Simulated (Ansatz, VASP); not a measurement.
## Os: VASP beside Ansatz

```
Os
1.0
     0.00000    1.94500    1.94500
     1.94500    0.00000    1.94500
     1.94500    1.94500    0.00000
Os
1
Direct
  0.00000 0.00000 0.00000
```

Alike in both runs: task single point; functional PBE; k mesh 14 × 14 × 14; occupations fermi-dirac, width 0.03 eV; non-collinear spin, spin-orbit coupling.

|  | VASP | Ansatz |
| --- | --- | --- |
| version | VASP 6.6.1 | Ansatz 0.2.0 |
| potentials or method | VASP PAW PBE potentials, release 64 (Os), cutoff 520 eV | all-electron LAPW |

```tsv
	VASP	Ansatz	Ansatz less VASP
pressure (GPa)	-9.2	-9.0	+0.20
net moment per atom (μB)	0.00	0.00	0.000
```

Ansatz ran all-electron here, so the differences hold the error of VASP's frozen core and of both bases.
